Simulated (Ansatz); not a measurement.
# MnO (Fm-3m) in Ansatz: a series of runs

The runs below take MnO through single point, equation of state, with LDA.

Everything below comes from runs of Ansatz 0.2.0. Logs are shortened: lines on timing, memory, paths and dates and some standing lists are left out, and cuts for length are marked.

### Step 1. Starting point

Symmetry: Fm-3m, No. 225, cubic system. The conventional cell has a = 4.448 Å, b = 4.448 Å, c = 4.448 Å, α = 90.00°, β = 90.00°, γ = 90.00°. Mn (site symmetry m-3m) has 6 O at 2.22 Å as nearest neighbours. Around O (site symmetry m-3m) lie 6 Mn at 2.22 Å.

The cell is a database's computed one.

### Step 2. Single point, LDA, collinear spin, ferromagnetic start, 10.34 Å³/atom (volume scaled by 0.94)

input.yaml reads:

```yaml
crystal:
  lattice:
    - [0.0, 2.1785090927, 2.1785090927]
    - [2.1785090927, 0.0, 2.1785090927]
    - [2.1785090927, 2.1785090927, 0.0]
  atoms:
    - { symbol: Mn, position: [0.0, 0.0, 0.0], spin: 4.0 }
    - { symbol: O, position: [0.5, 0.5, 0.5] }
kpoints:
  mp_grid: { grid: [10, 10, 10] }
scf:
  occupations: { method: fermi_dirac, width: 0.05 }
hamiltonian:
  xc: lda
  pseudopotentials: { kind: all_electron, lapw: { basis_error: 0.001 } }
magnetization:
  spin_polarized: true
output:
  forces: true
  stress: true
  eigenvalues: true
```

Potentials or basis: all-electron LAPW, scalar-relativistic.

Started as:

```bash
$ ansatz run input.yaml --threads 2 --pin off --max-ram 6144MiB --backend cpu --events-out ev --progress --plain --runs-dir out
```

The program printed:

```text
Warning: RAYON_NUM_THREADS=2 ignored (pool sized by the plan → 2); use --threads N
LAPW: plane waves up to 9.426 Å⁻¹, error target 1.0e-3 eV per atom; small_component_spin mean_spin; O in spheres of 0.995 Å, 8 of its electrons in bands, Dirac shells []; Mn in spheres of 1.183 Å, 15 of its electrons in bands, Dirac shells [] (how accurate: hamiltonian.pseudopotentials.lapw.basis_error, Limitations)
Engine: ansatz 0.2.0, x86_64-unknown-linux-gnu
Pseudopotentials: kind: all_electron
Pseudopotential: Mn, LAPW, valence charge 15, lapw/all_electron/scalar/gaussian/Mn, Koelling and Harmon's equation, gaussian nucleus
Pseudopotential: O, LAPW, valence charge 8, lapw/all_electron/scalar/gaussian/O, Koelling and Harmon's equation, gaussian nucleus
Functional definition: SPW92
  exchange = slater_x
  correlation = pw_c
Crystal: 2 atoms, lattice volume = 20.678 Å³
Basis set: ecut = 338.4988109569659 eV, 283 PW (Γ), exchange–correlation at level 2
Bands: 18, of which v1, the nominal top of the filled ones, is band 12 counted from 1 (11 counted from 0)
Symmetry: 48 space group operations
Space group: Fm-3m (ITA 225), of the structure as read, at distance tolerance 2.7e-5 Å
Magnetic group: BNS 225.116 (UNI 1618), of the structure as read, at distance tolerance 2.7e-5 Å
k-points: 47 of 1000
Non-local potential: Mn, projectors of the file, none
Non-local potential: O, projectors of the file, none
Initial density: superposition of atomic densities (chi_scale 0.1, normalization cell, long waves kept (reshape's long-wave potential 0.00 eV rms))
Starting moments: Σ|m| = 4 μB on 1 of 2 sites
Initial wavefunctions: plane waves of lowest kinetic energy (no species holds an atomic orbital)
Functional: x = slater, c = lda
iter 1 solved again at ethr=7.26e-3 eV; its pass at ethr=1.00e-1 eV (dr2=1.67e0 eV) is discarded
SCF iter   1: F=—  HF=-33507.339327 eV  |F-HF|=—  |Δ(HF+E_count)|=         —  Δρ=5.30e-2 (↑4.92e-2 ↓5.30e-2)  dr2=1.67e0  dr2_m=1.59e-1  M=4.790 μB ∫|m|=4.791 μB  β_m=0.30  ethr=7.26e-3  ⟨swp⟩=2.0  Hψ=10962  notcnv=0
Mixer restart at iter 1: flushing history
preconditioner: auto → none  [metal: Δε(μ)=0.071 eV  Ē_g=14.142 eV  σ=0.050 eV  W_gap=0.33  n_scr=8 (ndim 8)  ℏωp=29.4 eV  f_vac=0.000  D(μ)=0.99/eV (n_scr^D=14)  sad-step TF]
SCF iter   2: F=—  HF=-33506.443708 eV  |F-HF|=—  |Δ(HF+E_count)|=   8.96e-1  Δρ=2.23e-2 (↑2.23e-2 ↓2.02e-2)  dr2=3.42e-1  dr2_m=2.08e-2  M=4.497 μB ∫|m|=4.497 μB  β_m=0.36  ethr=7.26e-3  ⟨swp⟩=2.0  Hψ=4982  notcnv=0
SCF iter   3: F=—  HF=-33506.382494 eV  |F-HF|=—  |Δ(HF+E_count)|=   6.12e-2  Δρ=9.87e-3 (↑9.87e-3 ↓7.01e-3)  dr2=6.49e-2  dr2_m=1.65e-3  M=4.391 μB ∫|m|=4.391 μB  β_m=0.56  ethr=1.49e-3  ⟨swp⟩=2.0  Hψ=5075  notcnv=0
iter 4 solved again at ethr=3.96e-6 eV; its pass at ethr=2.82e-4 eV (dr2=9.11e-4 eV) is discarded
SCF iter   4: F=—  HF=-33506.387944 eV  |F-HF|=—  |Δ(HF+E_count)|=         —  Δρ=2.31e-3 (↑1.30e-3 ↓2.31e-3)  dr2=9.11e-4  dr2_m=3.61e-4  M=4.365 μB ∫|m|=4.366 μB  β_m=0.56  ethr=3.96e-6  ⟨swp⟩=2.0  Hψ=7926  notcnv=0
Mixer restart at iter 4: flushing history
SCF iter   5: F=—  HF=-33506.389564 eV  |F-HF|=—  |Δ(HF+E_count)|=   1.62e-3  Δρ=1.84e-3 (↑1.84e-3 ↓4.94e-4)  dr2=1.16e-3  dr2_m=1.40e-4  M=4.360 μB ∫|m|=4.360 μB  β_m=0.51  ethr=3.96e-6  ⟨swp⟩=3.0  Hψ=4982  notcnv=0
SCF iter   6: F=—  HF=-33506.388657 eV  |F-HF|=—  |Δ(HF+E_count)|=   9.07e-4  Δρ=6.49e-4 (↑5.72e-4 ↓6.49e-4)  dr2=5.14e-5  dr2_m=5.51e-5  M=4.362 μB ∫|m|=4.362 μB  β_m=0.63  ethr=3.96e-6  ⟨swp⟩=2.5  Hψ=4565  notcnv=0
SCF iter   7: F=—  HF=-33506.388837 eV  |F-HF|=—  |Δ(HF+E_count)|=   1.81e-4  Δρ=3.01e-4 (↑2.06e-4 ↓3.01e-4)  dr2=2.23e-6  dr2_m=1.13e-5  M=4.358 μB ∫|m|=4.358 μB  β_m=0.54  ethr=2.24e-7  ⟨swp⟩=2.4  Hψ=4562  notcnv=0
SCF iter   8: F=—  HF=-33506.388839 eV  |F-HF|=—  |Δ(HF+E_count)|=   1.46e-6  Δρ=5.28e-5 (↑5.28e-5 ↓5.14e-5)  dr2=4.27e-7  dr2_m=4.06e-7  M=4.358 μB ∫|m|=4.358 μB  β_m=0.71  ethr=9.71e-9  ⟨swp⟩=3.0  Hψ=4966  notcnv=0
SCF iter   9: F=—  HF=-33506.388838 eV  |F-HF|=—  |Δ(HF+E_count)|=   5.67e-7  Δρ=6.47e-6 (↑6.47e-6 ↓4.04e-6)  dr2=9.76e-9  dr2_m=2.27e-9  M=4.358 μB ∫|m|=4.358 μB  β_m=0.85  ethr=1.86e-9  ⟨swp⟩=2.1  Hψ=4517  notcnv=0
SCF iter  10: F=—  HF=-33506.388838 eV  |F-HF|=—  |Δ(HF+E_count)|=   1.90e-8  Δρ=2.27e-6 (↑2.27e-6 ↓1.67e-6)  dr2=6.34e-10  dr2_m=5.60e-10  M=4.358 μB ∫|m|=4.358 μB  β_m=0.93  ethr=4.24e-11  ⟨swp⟩=2.7  Hψ=4627  notcnv=0
SCF iter  11: F=-33506.388838 eV  HF=-33506.388838 eV  |F-HF|=1.09e-10  |Δ(HF+E_count)|=  7.20e-10  Δρ=1.77e-7 (↑1.77e-7 ↓1.26e-7)  dr2=1.38e-11  dr2_m=1.70e-12  M=4.358 μB ∫|m|=4.358 μB  ethr=5.87e-12 (applied; sched 2.76e-12)  ⟨swp⟩=2.7  Hψ=4633  notcnv=0
SCF 1 converged in 11 iterations: F = -33506.388838 eV  dr2 = 1.38e-11
SCF converged after 11 iterations
Magnetization: 4.3583 μB (13.6791 up, 9.3209 down)
Absolute magnetization: 4.3584 μB (∫|ρ↑−ρ↓|)
Spin contamination: 0.0157 ħ² per cell (⟨S²⟩ above its minimum at these occupations)
Per-site moments (μB) at R_I (Å): [(3.9632583602279805, 1.1830214891820918), (0.19815282473157714, 0.9954875710555935)]
Free energy (F): -33506.388838 eV
Harris-Foulkes:  -33506.388838 eV  (|F-HF|=1.09e-10)
Internal energy: -33506.379582 eV  (E = F + TS)
E sigma→0 (E₀):  -33506.384210 eV
Entropy (-TS):   -0.009256 eV (-4.628 meV/atom)
Fermi energy:    14.318332 eV
--- Per-component energies (eV) ---
  E_band       = -1206.694393
  E_kinetic    = 33879.173984
  E_xc         = -1586.418002
  E_electrostatic = -65799.135564  (all electrons and nuclei)
  E_smearing   = -0.009256  (= −TS)
  E_closure    = 0.000000  (closes the sum)
  E_atoms      = -33488.084494  (free atoms, spherical and without spin; not in F)
  Σ components = -33506.388838   (vs F -33506.388838, Δ=0.00e0)
  Basis errors (estimates in eV, not in F): energy 3.6e-4 per atom: plane waves 3.3e-4 (1.8e-4 summed), levels above the bands 4.6e-124, relativity 5.2e-9, radial functions 3.1e-5, core shells 8.3e-8; eigenvalues (radial functions only) 6.9e-6; not estimated: angular momenta, meshes, grids; target (lapw.basis_error) 1.0e-3; muffin-tin radii O 0.995 Å, Mn 1.183 Å
--- Forces (eV/Å), atoms counted from 1 ---
  atom   1  Mn    -0.00000000    -0.00000000    -0.00000000
  atom   2  O      0.00000000    -0.00000000     0.00000000
  max |Σ_I F_I| component: 2.91e-30 eV/Å
--- Stress (GPa, compression-positive) ---
      -12.366804      -0.000000       0.000000
       -0.000000     -12.366804      -0.000000
        0.000000      -0.000000     -12.366804
  P = ⅓ Tr σ = -12.3668 GPa (-123.668 kbar)
--- Band table (eV; the first three rows and the last of 94) ---
  k-point 0 ↑: bands = ["-489.3829", "-66.3921", "-35.4792", "-35.4792", "-35.4792", "-6.3084", "10.1549", "10.1549", "10.1549", "11.2052", "11.2052", "11.2052", "11.7500", "11.7500", "14.1496", "28.4462", "30.9648", "30.9648"]
  k-point 1 ↑: bands = ["-489.3829", "-66.3912", "-35.4876", "-35.4802", "-35.4802", "-6.2100", "9.3342", "9.6656", "9.6656", "11.3283", "11.3283", "11.4409", "12.2605", "12.2605", "14.8042", "27.3990", "30.6490", "30.6490"]
  k-point 2 ↑: bands = ["-489.3829", "-66.3888", "-35.5094", "-35.4829", "-35.4829", "-5.9414", "7.9530", "8.9171", "8.9171", "11.5728", "11.5728", "11.7332", "13.1554", "13.1554", "16.0962", "25.4635", "29.4740", "29.4740"]
  k-point 46 ↓: bands = ["-489.1849", "-62.1575", "-31.4507", "-31.4329", "-31.4146", "-4.6973", "7.8131", "8.3972", "8.6149", "14.5888", "15.6139", "16.1691", "16.3729", "16.8856", "22.8739", "23.6531", "24.5812", "27.3908"]
```

Run time: 10 s. Hardware: 2 threads of Intel Xeon at 2.60GHz (Ice Lake), shared host; peak memory 0.45 GiB.

Results:

```
Free energy            : -33506.3888 eV
Pressure               : -12.4 GPa
Band gap on the k mesh : none (metal or under the smearing width)
Net moment             : 4.36 μB per cell
Absolute moment        : 4.36 μB per cell
Site moments           : Mn +3.96; O +0.20 μB
```

Caveat: a cell with one magnetic atom can't hold antiferromagnetic order, which such compounds often take; semilocal functionals often make such compounds metallic where correlation or magnetic order opens a gap, which also shifts bond lengths.

### Step 3. Single point, LDA, collinear spin, ferromagnetic start, 10.56 Å³/atom (volume scaled by 0.96)

input.yaml, as its differences from that of step 2:

```diff
@@ -2,5 +2,5 @@
   lattice:
-    - [0.0, 2.1785090927, 2.1785090927]
-    - [2.1785090927, 0.0, 2.1785090927]
-    - [2.1785090927, 2.1785090927, 0.0]
+    - [0.0, 2.1938512115, 2.1938512115]
+    - [2.1938512115, 0.0, 2.1938512115]
+    - [2.1938512115, 2.1938512115, 0.0]
   atoms:
```

Potentials or basis: all-electron LAPW, scalar-relativistic.

Started as:

```bash
$ ansatz run input.yaml --threads 2 --pin off --max-ram 6144MiB --backend cpu --events-out ev --progress --plain --runs-dir out
```

Wall time 8.1 s (2 threads of Intel Xeon at 2.60GHz (Ice Lake), shared host); peak memory 0.44 GiB.

The run converged. Its results:

```
Free energy            : -33506.3527 eV
Pressure               : -13.9 GPa
Band gap on the k mesh : none (metal or under the smearing width)
Net moment             : 4.45 μB per cell
Absolute moment        : 4.45 μB per cell
Site moments           : Mn +4.04; O +0.21 μB
```

Caveat: a cell with one magnetic atom can't hold antiferromagnetic order, which such compounds often take; semilocal functionals often make such compounds metallic where correlation or magnetic order opens a gap, which also shifts bond lengths.

### Step 4. Single point, LDA, collinear spin, ferromagnetic start, 10.78 Å³/atom (volume scaled by 0.98)

input.yaml, as its differences from that of step 3:

```diff
@@ -2,5 +2,5 @@
   lattice:
-    - [0.0, 2.1938512115, 2.1938512115]
-    - [2.1938512115, 0.0, 2.1938512115]
-    - [2.1938512115, 2.1938512115, 0.0]
+    - [0.0, 2.208981698, 2.208981698]
+    - [2.208981698, 0.0, 2.208981698]
+    - [2.208981698, 2.208981698, 0.0]
   atoms:
```

Started as:

```bash
$ ansatz run input.yaml --threads 2 --pin off --max-ram 6144MiB --backend cpu --events-out ev --progress --plain --runs-dir out
```

Wall time 8 s (2 threads of Intel Xeon at 2.60GHz (Ice Lake), shared host); peak memory 0.45 GiB.

Results (log left out):

* Free energy: -33506.3128 eV
* Pressure: -15.2 GPa
* Band gap on the k mesh: none (metal or under the smearing width)
* Net moment: 4.53 μB per cell
* Absolute moment: 4.53 μB per cell
* Site moments: Mn +4.11; O +0.21 μB

Caveat: a cell with one magnetic atom can't hold antiferromagnetic order, which such compounds often take; semilocal functionals often make such compounds metallic where correlation or magnetic order opens a gap, which also shifts bond lengths.

### Step 5. Single point, LDA, collinear spin, ferromagnetic start, 11.00 Å³/atom

input.yaml, as its differences from that of step 4:

```diff
@@ -2,5 +2,5 @@
   lattice:
-    - [0.0, 2.208981698, 2.208981698]
-    - [2.208981698, 0.0, 2.208981698]
-    - [2.208981698, 2.208981698, 0.0]
+    - [0.0, 2.2239077028, 2.2239077028]
+    - [2.2239077028, 0.0, 2.2239077028]
+    - [2.2239077028, 2.2239077028, 0.0]
   atoms:
```

Started as:

```bash
$ ansatz run input.yaml --threads 2 --pin off --max-ram 6144MiB --backend cpu --events-out ev --progress --plain --runs-dir out
```

It took 7.9 s on 2 threads of Intel Xeon at 2.60GHz (Ice Lake), shared host; peak memory 0.45 GiB.

Results (log left out):

```
Free energy            : -33506.2692 eV
Pressure               : -16.6 GPa
Band gap on the k mesh : none (metal or under the smearing width)
Net moment             : 4.60 μB per cell
Absolute moment        : 4.60 μB per cell
Site moments           : Mn +4.17; O +0.22 μB
```

Caveat: a cell with one magnetic atom can't hold antiferromagnetic order, which such compounds often take; semilocal functionals often make such compounds metallic where correlation or magnetic order opens a gap, which also shifts bond lengths.

### Step 6. Single point, LDA, collinear spin, ferromagnetic start, 11.22 Å³/atom (volume scaled by 1.02)

input.yaml, as its differences from that of step 5:

```diff
@@ -2,5 +2,5 @@
   lattice:
-    - [0.0, 2.2239077028, 2.2239077028]
-    - [2.2239077028, 0.0, 2.2239077028]
-    - [2.2239077028, 2.2239077028, 0.0]
+    - [0.0, 2.2386359976, 2.2386359976]
+    - [2.2386359976, 0.0, 2.2386359976]
+    - [2.2386359976, 2.2386359976, 0.0]
   atoms:
```

Potentials or basis: all-electron LAPW, scalar-relativistic.

Started as:

```bash
$ ansatz run input.yaml --threads 2 --pin off --max-ram 6144MiB --backend cpu --events-out ev --progress --plain --runs-dir out
```

Run time: 8.1 s. Hardware: 2 threads of Intel Xeon at 2.60GHz (Ice Lake), shared host; peak memory 0.42 GiB.

Results (log left out):

| Property | Result |
| --- | --- |
| Free energy | -33506.2221 eV |
| Pressure | -17.7 GPa |
| Band gap on the k mesh | none (metal or under the smearing width) |
| Net moment | 4.67 μB per cell |
| Absolute moment | 4.67 μB per cell |
| Site moments | Mn +4.23; O +0.23 μB |

Caveat: a cell with one magnetic atom can't hold antiferromagnetic order, which such compounds often take; semilocal functionals often make such compounds metallic where correlation or magnetic order opens a gap, which also shifts bond lengths.

### Step 7. Single point, LDA, collinear spin, ferromagnetic start, 11.44 Å³/atom (volume scaled by 1.04)

input.yaml, as its differences from that of step 6:

```diff
@@ -2,5 +2,5 @@
   lattice:
-    - [0.0, 2.2386359976, 2.2386359976]
-    - [2.2386359976, 0.0, 2.2386359976]
-    - [2.2386359976, 2.2386359976, 0.0]
+    - [0.0, 2.2531730023, 2.2531730023]
+    - [2.2531730023, 0.0, 2.2531730023]
+    - [2.2531730023, 2.2531730023, 0.0]
   atoms:
```

Started as:

```bash
$ ansatz run input.yaml --threads 2 --pin off --max-ram 6144MiB --backend cpu --events-out ev --progress --plain --runs-dir out
```

Wall time 8.2 s (2 threads of Intel Xeon at 2.60GHz (Ice Lake), shared host); peak memory 0.45 GiB.

Results (log left out):

```
Free energy            : -33506.1724 eV
Pressure               : -18.5 GPa
Band gap on the k mesh : none (metal or under the smearing width)
Net moment             : 4.74 μB per cell
Absolute moment        : 4.74 μB per cell
Site moments           : Mn +4.29; O +0.24 μB
```

Caveat: a cell with one magnetic atom can't hold antiferromagnetic order, which such compounds often take; semilocal functionals often make such compounds metallic where correlation or magnetic order opens a gap, which also shifts bond lengths.

### Step 8. Single point, LDA, collinear spin, ferromagnetic start, 11.66 Å³/atom (volume scaled by 1.06)

input.yaml, as its differences from that of step 7:

```diff
@@ -2,5 +2,5 @@
   lattice:
-    - [0.0, 2.2531730023, 2.2531730023]
-    - [2.2531730023, 0.0, 2.2531730023]
-    - [2.2531730023, 2.2531730023, 0.0]
+    - [0.0, 2.2675248097, 2.2675248097]
+    - [2.2675248097, 0.0, 2.2675248097]
+    - [2.2675248097, 2.2675248097, 0.0]
   atoms:
```

Started as:

```bash
$ ansatz run input.yaml --threads 2 --pin off --max-ram 6144MiB --backend cpu --events-out ev --progress --plain --runs-dir out
```

It took 8.3 s on 2 threads of Intel Xeon at 2.60GHz (Ice Lake), shared host; peak memory 0.46 GiB.

The run converged. Its results:

| Quantity | Value |
| --- | --- |
| Free energy | -33506.1200 eV |
| Pressure | -19.7 GPa |
| Band gap on the k mesh | none (metal or under the smearing width) |
| Net moment | 4.79 μB per cell |
| Absolute moment | 4.79 μB per cell |
| Site moments | Mn +4.33; O +0.24 μB |

Caveat: a cell with one magnetic atom can't hold antiferromagnetic order, which such compounds often take; semilocal functionals often make such compounds metallic where correlation or magnetic order opens a gap, which also shifts bond lengths.

### Step 9. Equation of state, LDA, collinear spin, ferromagnetic start

Potentials or basis: all-electron LAPW, scalar-relativistic.

No new run: the results of the series are fitted here.

What came out:

```
Equilibrium volume : outside the volumes run
```

Energy against volume, from the lowest point:
```tsv
volume (Å³/atom)	energy (meV/atom)
10.339	0.00
10.559	18.05
10.779	38.00
10.999	59.83
11.219	83.38
11.439	108.23
11.659	134.41
```

### Step 10. For comparison

An earlier run on the cell as given: functional PBE; potentials or basis all-electron LAPW, scalar-relativistic; cutoff 324 eV (chosen from the basis error); basis error allowed 0.001 eV/atom; k mesh 10 × 10 × 10; occupations fermi-dirac, width 0.05 eV; collinear spin, ferromagnetic start; starting moments [4.0, 0.0] μB.

* Pressure: 0.1 GPa
* Band gap on the k mesh: none (metal or under the smearing width)
* Net moment: 4.79 μB per cell
* Absolute moment: 4.79 μB per cell
* Site moments: Mn +4.34; O +0.24 μB
* Loewdin charges: Mn +1.16; O -1.04 e
